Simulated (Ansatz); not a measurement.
# Electron scattering at the Σ5 (210) boundary in fcc Ag with Pd (substitutional), part 2 of 2

Aim: the relaxed structure and the specific resistance of the Σ5 (210) boundary in fcc Ag with Pd (substitutional).

Ansatz 0.2.0; Ansatz plane-wave DFT, PBE, PAW files; relaxation of a bicrystal slab with its lowest layers held; PAW set soft_1 (the session's first sound run).

So far. Step 2 (Relaxing the bicrystal): The largest force component on a free atom ends at 0.017 eV/Å, under the tolerance of 0.03, after 8 steps.

### 3. Transmission across the boundary

Bulk layers of each grain are laid under and over the relaxed boundary, and a lead is named in the middle of each, away from the free faces. The mesh across the current, 18×18, is finer than the density's, because channels open and close sharply across the zone. Energies from -0.1 to 0.1 eV in steps of 0.05 eV are too few for the program's thermal sum, so it prints no conductance; for a metal the transmission near the Fermi level serves, at a fraction of the cost.

This step: Ansatz plane-wave DFT, PBE, PAW files; ballistic transport by layer matching (Landauer), zero bias; boundary relaxed in a short slab, bulk layers laid on; PAW set soft_1 (Ansatz 0.2.0).

System of this step: Σ5 (210) boundary in fcc Ag with Pd (substitutional). The cell holds 47 atoms: 46 Ag and 1 Pd. Its edges and angles: a = 5.005 Å, b = 4.086 Å, c = 50.626 Å, α = 90.0°, β = 90.0°, γ = 65.9°. It derives from Ag. Regions: lower grain, 19 atoms (19 Ag); boundary, 13 atoms (12 Ag and 1 Pd); upper grain, 15 atoms (15 Ag). Vacuum lies along c.

Input file input.yaml:

```yaml
crystal:
  lattice:
    - [5.0045524935, 0.0, 0.0]
    - [1.6681841645, 3.7301731908, 0.0]
    - [0.0, 0.0, 50.6264414043]
  atoms:
    - { symbol: Ag, position: [-14.9999999996, 7.4999999997, 0.0790100961] }
    - { symbol: Ag, position: [-14.3999999997, 7.1999999998, 0.0970580187] }
    - { symbol: Ag, position: [-13.7999999997, 6.8999999998, 0.1151059413] }
    - { symbol: Ag, position: [-13.1999999997, 6.5999999998, 0.1331538639] }
    - { symbol: Ag, position: [-12.5999999997, 6.2999999998, 0.1512017866] }
    - { symbol: Ag, position: [-11.9999999997, 5.9999999998, 0.1692497092] }
    - { symbol: Ag, position: [-11.3999999997, 5.6999999998, 0.1872976318] }
    - { symbol: Ag, position: [-10.7999999997, 5.3999999998, 0.2053455544] }
    - { symbol: Ag, position: [-10.1999999998, 5.0999999998, 0.2233934771] }
    - { symbol: Ag, position: [-9.5999999998, 4.7999999998, 0.2414413997] }
    - { symbol: Ag, position: [-8.9999999998, 4.4999999999, 0.2594893223] }
    - { symbol: Ag, position: [-8.3999999998, 4.1999999999, 0.2775372449] }
    - { symbol: Ag, position: [-7.7999999998, 3.8999999999, 0.2955851675] }
    - { symbol: Ag, position: [-7.1999999998, 3.5999999999, 0.3136330902] }
    - { symbol: Ag, position: [-6.5999999998, 3.2999999999, 0.3316810128] }
    - { symbol: Ag, position: [-5.9999999998, 2.9999999999, 0.3497289354] }
    - { symbol: Ag, position: [-5.3999999999, 2.6999999999, 0.367776858] }
    - { symbol: Ag, position: [-4.7999999999, 2.3999999999, 0.3858247806] }
    - { symbol: Ag, position: [-4.1999999999, 2.0999999999, 0.4038727033] }
    - { symbol: Ag, position: [0.4000000001, 0.7999999999, 0.4219206259] }
    - { symbol: Ag, position: [0.0024047495, 0.4987976252, 0.4409979259] }
    - { symbol: Ag, position: [0.609259752, 0.195370124, 0.4596823433] }
    - { symbol: Ag, position: [0.2167098703, 0.8916450649, 0.4768364673] }
    - { symbol: Ag, position: [0.807426661, 0.5962866695, 0.4963716762] }
    - { symbol: Ag, position: [0.4144037812, 0.2927981094, 0.518376012] }
    - { symbol: Pd, position: [0.0174969373, -0.0087484687, 0.5280728099] }
    - { symbol: Ag, position: [0.6805879867, 0.6597060066, 0.5542915945] }
    - { symbol: Ag, position: [0.0975303933, 0.9512348033, 0.5792946413] }
    - { symbol: Ag, position: [0.4930899956, 0.2534550022, 0.5927484858] }
    - { symbol: Ag, position: [-0.1197169783, 0.5598584892, 0.6129360659] }
    - { symbol: Ag, position: [0.2862225519, 0.8568887241, 0.6323901567] }
    - { symbol: Ag, position: [0.68187169, 0.159064155, 0.6502710646] }
    - { symbol: Ag, position: [-4.91812831, 2.459064155, 0.6683189872] }
    - { symbol: Ag, position: [-5.5181283099, 2.759064155, 0.6863669098] }
    - { symbol: Ag, position: [-6.1181283099, 3.059064155, 0.7044148325] }
    - { symbol: Ag, position: [-6.7181283099, 3.3590641549, 0.7224627551] }
    - { symbol: Ag, position: [-7.3181283099, 3.6590641549, 0.7405106777] }
    - { symbol: Ag, position: [-7.9181283099, 3.9590641549, 0.7585586003] }
    - { symbol: Ag, position: [-8.5181283099, 4.2590641549, 0.7766065229] }
    - { symbol: Ag, position: [-9.1181283099, 4.5590641549, 0.7946544456] }
    - { symbol: Ag, position: [-9.7181283099, 4.8590641549, 0.8127023682] }
    - { symbol: Ag, position: [-10.3181283098, 5.1590641549, 0.8307502908] }
    - { symbol: Ag, position: [-10.9181283098, 5.4590641549, 0.8487982134] }
    - { symbol: Ag, position: [-11.5181283098, 5.7590641549, 0.8668461361] }
    - { symbol: Ag, position: [-12.1181283098, 6.0590641548, 0.8848940587] }
    - { symbol: Ag, position: [-12.7181283098, 6.3590641548, 0.9029419813] }
    - { symbol: Ag, position: [-13.3181283098, 6.6590641548, 0.9209899039] }
kpoints:
  mp_grid: { grid: [7, 7, 1] }
hamiltonian:
  xc: pbe
  pseudopotentials: { kind: paw, azcp: { folder: soft_1 } }
scf:
  occupations: { method: fermi_dirac, width: 0.1 }
output:
  transmission:
    leads: [[10, 11], [38, 39]]
    kmesh: [18, 18]
    e_range: [-0.1, 0.1]
    de: 0.05
  write_potential: true
  write_density: true
  volumetric_format: npy
  elf: true
```

The run is started by

```sh
$ ansatz run input.yaml --threads 4 --pin off --max-ram 15360MiB --backend cpu --events-out ev --progress --plain --runs-dir out
```

Numbers of over 12 decimals in the logs are rounded to 6 here.

What it wrote:

```text
[...]
Crystal: 47 atoms, lattice volume = 945.087 Å³
Basis set: ecut = 420 eV, 18513 PW (Γ)
Bands: 536, of which v1, the nominal top of the filled ones, is band 446 counted from 1 (445 counted from 0)
Symmetry: 2 space group operations
[...]
k-points: 16 of 49 (time reversal used)
[...]
SCF iter   1: F=—  HF=-356150.710173 eV  |F-HF|=—  |Δ(HF+E_count)|=         —  Δρ=7.36e-2  dr2=9.71e1  ethr=3.10e-3  ⟨swp⟩=5.0  Hψ=25663  notcnv=0  defer=816
[...]
SCF iter  11: F=-356138.411871 eV  HF=-356138.411871 eV  |F-HF|=1.89e-8  |Δ(HF+E_count)|=   1.86e-8  Δρ=1.22e-6  dr2=2.46e-8  ethr=1.12e-11  ⟨swp⟩=10.9  Hψ=34925  notcnv=0
SCF 1 converged in 11 iterations: F = -356138.411871 eV  dr2 = 2.46e-8
[...]
transmission: 352 of 3458 steps passed
transmission: 700 of 3458 steps passed
[...]
transmission: 3458 of 3458 steps passed
WARN: The input density's exchange-correlation potential varies sharply where the density is thin. Do not read a vacuum level from v_tot or v_xc, or from such a field of the output density. On a cell that repeats whose density bears no net charge and no dipole along the vacuum's axis use v_es (v_loc + v_h of the components); under efield.dipole_correction with no amplitude use v_es + v_field, which holds any external [...]
SCF converged after 11 iterations
Free energy (F): -356138.411871 eV
[...]
Internal energy: -356137.991695 eV  (E = F + TS)
E sigma→0 (E₀):  -356138.201783 eV
Entropy (-TS):   -0.420177 eV (-8.940 meV/atom)
Fermi energy:    13.981784 eV
[...]
--- Band table (eV; the first three rows and the last of 16) ---
  k-point 0: bands = [... 442 lower, 15.6253, 15.6563, 15.7957, 15.8665, 15.9174, 15.9804, 16.0617, 16.1251, ... 86 higher]
  k-point 1: bands = [... 442 lower, 15.2970, 15.3272, 15.3965, 15.4753, 15.6146, 15.7639, 15.9197, 16.1328, ... 86 higher]
  k-point 2: bands = [... 442 lower, 14.6310, 14.6568, 14.6769, 14.7145, 14.8630, 14.9442, 14.9804, 15.1452, ... 86 higher]
  k-point 15: bands = [... 442 lower, 12.7947, 12.8597, 13.0108, 13.2090, 13.2759, 13.6250, 13.7662, 14.1068, ... 86 higher]
--- Transmission ---
  basis      : 165 plane waves across, 38 finite elements along
  points     : 91, standing for a mesh of 18 x 18
  energies   : 5 from -0.100000 to 0.100000 eV about the Fermi level, 0.050000 eV apart; the leads are filled to 0.000000 eV, and channels, transmission and decay are at 0.000000 eV
  crystal 0  : Ag3, at the sites [10, 11], period 2.7411 Å, over 18.27 Å; its Hamiltonian steps by up to 16.4 meV
    offset         : up to 0.0000 Å between an atom of the period and one for which it stands
    channels       : 2.138889e0 a spin
    conductance    : none, the energies end too early or step too widely for 300 K: set another output.transmission.e_range or a lower de, or, where they end at an eighth of basis.ecutwfc, a higher one
[...]
channels       : 2.151235e0 a spin
[...]
junction   : crystal 0 to crystal 1, 12.92 to 37.27 Å
    transmission   : 1.623967e0 a spin
[...]
```

Run time: 6.8 min. Hardware: 4 threads of Intel Xeon 6975P-C (Granite Rapids), shared host; peak memory 11 GiB; 26 min of CPU time.

Numbers from this step:

- free energy: -356138.4119 eV
- energy at zero smearing: -356138.2018 eV
- Fermi energy: 13.98 eV
- cell area: 18.67 Å²
- transmission per spin nearest the Fermi level: 1.624
- open channels per spin nearest the Fermi level: 2.139
- open channels per spin, upper lead: 2.151
- step of the lead's potential: 16.4 meV
- step of the upper lead's potential: 9.5 meV

Per spin. Table of transmission, zone mean by energy, zero at the Fermi level:

| energy (eV) | transmission, zone mean |
| --- | --- |
| -0.1000 | 1.61 |
| -0.0500 | 1.61 |
| 0.0000 | 1.62 |
| 0.0500 | 1.65 |
| 0.1000 | 1.65 |

Per spin. Open channels, zone mean against energy, zero at the Fermi level:

| energy (eV) | lead | upper lead |
| --- | --- | --- |
| -0.1000 | 2.14 | 2.13 |
| -0.0500 | 2.14 | 2.14 |
| 0.0000 | 2.14 | 2.15 |
| 0.0500 | 2.16 | 2.16 |
| 0.1000 | 2.16 | 2.16 |

Transmission over k1 and k2. At 0.0000 eV from the Fermi level.

Ten even steps from '0' (0.58) to '9' (2.76):
```
128999821045666540
789999876443333446
999999975321112357
899998752111111257
778776521111111256
555565421111112456
555665311111113566
555614211111124165
556653111111135665
556142111111241655
566531111111356655
565421111112456555
765211111112567787
875211111125789999
975321112357999999
764433334467899998
104566654012899982
012888821012888821
```
Columns: k1 (b1) from -0.5 to 0.444; rows upwards: k2 (b2) from -0.5 to 0.444.

Open channels over k1 and k2. At 0.0000 eV from the Fermi level.

Ten even steps from '_' (1.00) to '@' (3.00):
```
++++@@@@@@@@@@++++++@@@@@@@@@@@@@@++
@@@@@@@@@@@@@@@@@@@@++++@@@@++++@@@@
@@@@@@@@@@@@@@@@@@++++______++++@@@@
@@@@@@@@@@@@@@@@@@____________@@@@@@
@@@@@@@@@@@@++++______________++++@@
++++++++++++++++____________++++++++
++++++++++++++++__________++++++++++
++++++++__++++____________++++__++++
++++++++++++++__________++++++++++++
++++++__++++____________++++__++++++
++++++++++++__________++++++++++++++
++++++++++____________++++++++++++++
@@@@++++______________++++@@@@@@@@@@
@@@@@@@@____________@@@@@@@@@@@@@@@@
@@@@@@++++______++++@@@@@@@@@@@@@@@@
@@@@@@++++@@@@++++@@@@@@@@@@@@@@@@@@
++++@@@@@@@@@@@@@@++++++@@@@@@@@@@++
++++++@@@@@@@@++++++++++@@@@@@@@++++
```
Columns: k1 (b1) from -0.5 to 0.444; rows upwards: k2 (b2) from -0.5 to 0.444.

Electrostatic potential energy in the ca plane at fractional y = 0.951, with atoms of Ag and Pd within 0.2 Å of it. With pseudopotentials it is smooth inside the atoms' cores, unlike the true potential.

Ten even steps from '0' (-15 eV) to '9' (17 eV), each cell a mean:
```
27984113899999999999710005985213799999988999
69971001699998999999963258999888999999755799
99972002799976789999999899999999999998522589
99986336899864579999999999999999999998522589
77899888999865589999999998889998889999755799
55799998889988899999999998788998889999988998
55799974347999999999999999889999999988899985
77899850004899876899999999999999999742379983
99999840004898310379999999999888998300038986
99999962126995012049998889985213797202027998
79999987679995034048851138961120488400038999
28999999999997200168600004850471289743479999
17998668999999744689500003861120489998899999
```
Columns run along c (16.0 Å, from fractional 0.37 to 0.68 of the cell; values clipped at the 3rd and 97th percentile), rows up along a (5.0 Å). Atoms in or near the plane, at fractional coordinates: Pd at (0.53, 0.02), Ag at (0.58, 0.10).

ELF in the ca plane at fractional y = 0.951, with atoms of Ag and Pd within 0.2 Å of it. It is the smooth field of the valence electrons, not physical close to the nuclei.

Values, 7 rows by 16 columns, each cell a mean:
```
0.23 0.30 0.40 0.17 0.16 0.17 0.17 0.26 0.39 0.23 0.24 0.25 0.16 0.17 0.21 0.17
0.17 0.27 0.37 0.18 0.21 0.21 0.16 0.18 0.21 0.17 0.16 0.18 0.16 0.18 0.35 0.20
0.21 0.18 0.18 0.18 0.22 0.21 0.17 0.16 0.17 0.19 0.17 0.18 0.17 0.18 0.25 0.18
0.25 0.19 0.25 0.28 0.17 0.17 0.17 0.15 0.15 0.17 0.17 0.17 0.17 0.21 0.18 0.22
0.18 0.17 0.34 0.40 0.18 0.34 0.28 0.16 0.16 0.15 0.19 0.19 0.21 0.46 0.28 0.21
0.18 0.17 0.22 0.25 0.19 0.54 0.41 0.23 0.35 0.21 0.42 0.41 0.21 0.49 0.29 0.17
0.26 0.18 0.20 0.16 0.17 0.34 0.27 0.31 0.31 0.28 0.50 0.49 0.18 0.23 0.18 0.16
```
Columns run along c (16.0 Å, from fractional 0.37 to 0.68 of the cell), rows up along a (5.0 Å). Atoms in or near the plane, at fractional coordinates: Pd at (0.53, 0.02), Ag at (0.58, 0.10).

Valence density in the ca plane at fractional y = 0.951, with atoms of Ag and Pd within 0.2 Å of it. It is the smooth field of the valence electrons, not physical close to the nuclei.

Values in e/Å³, 7 rows by 16 columns, each cell a mean:
```
 1  1  3  0  0  0  0  1  4  0  1  1  0  0  0  0
 0  1  2  0  0  0  0  0  0  0  0  0  0  0  1  0
 0  0  0  0  0  0  0  0  0  0  0  0  0  0  1  0
 1  0  1  1  0  0  0  0  0  0  0  0  0  0  0  0
 0  0  2  3  0  2  1  0  0  0  0  0  0  5  1  0
 0  0  1  1  0  9  5  1  2  0  5  4  0  7  1  0
 1  0  0  0  0  2  1  2 11  1  8  7  0  1  0  0
```
Columns run along c (16.0 Å, from fractional 0.37 to 0.68 of the cell), rows up along a (5.0 Å). Atoms in or near the plane, at fractional coordinates: Pd at (0.53, 0.02), Ag at (0.58, 0.10).

Over the solved energies the transmission per spin lies between 1.61 and 1.65, out of 2.15 channels of the lead on average (up to 2.16).

### 4. Specific resistance

This step: Ansatz plane-wave DFT, PBE, PAW files; ballistic transport by layer matching (Landauer), zero bias; specific resistance of the boundary; PAW set soft_1 (Ansatz 0.2.0).

Numbers from this step:

```
area resistance                      : 0.3574 fΩ m²
T over the leads' mean channel count : 0.7583
```

Averaged over the energies near the Fermi level, 75.8 % of the channels pass, which makes 0.357 fΩ m².

By hand, with T and the leads' channels N averaged over the energies near the Fermi level: RA = A (h/2e²)(1/T − ½[1/N₁ + 1/N₂]) = 18.67×10⁻²⁰ m² × 12 906 Ω × (1/1.629 − ½[1/2.149 + 1/2.149]) = 0.357 fΩ m².

### 5. What came out

```json
{
  "specific resistance of the boundary": "0.357 fΩ m²",
  "share of channels that pass": "0.758"
}
```

What this shows: The boundary has a specific resistance of 0.36 fΩ m². The boundary reflects 24 % of the channels; 0.36 fΩ m² is 3.6×10⁻¹² Ω·cm². That equals the resistance of 22 nm of bulk Ag at 300 K (measured 1.629 µΩ cm, CRC Handbook of Chemistry and Physics, 84th ed., 2003, Electrical Resistivity of Pure Metals). One Pd in 18.7 Å² of boundary is a high coverage. In the relaxation the upper grain slid sideways by about 0.6 Å, so the result belongs to the position that it found, not to the starting one. Each plane of this narrow cell holds one atom, so the solute fills a whole plane. One starting structure was relaxed; another shift or atom count at the boundary may lie lower.

[Logs are printed without paths, hosts, clocks, repeated set-up lines and the standing remarks that a program may print on its own settings, such as how far it seeks lower states.]

[Hosts, paths, dates, database ids (printed as entryN), source tags and the programs' standing remarks are cut or masked in the printed files.]
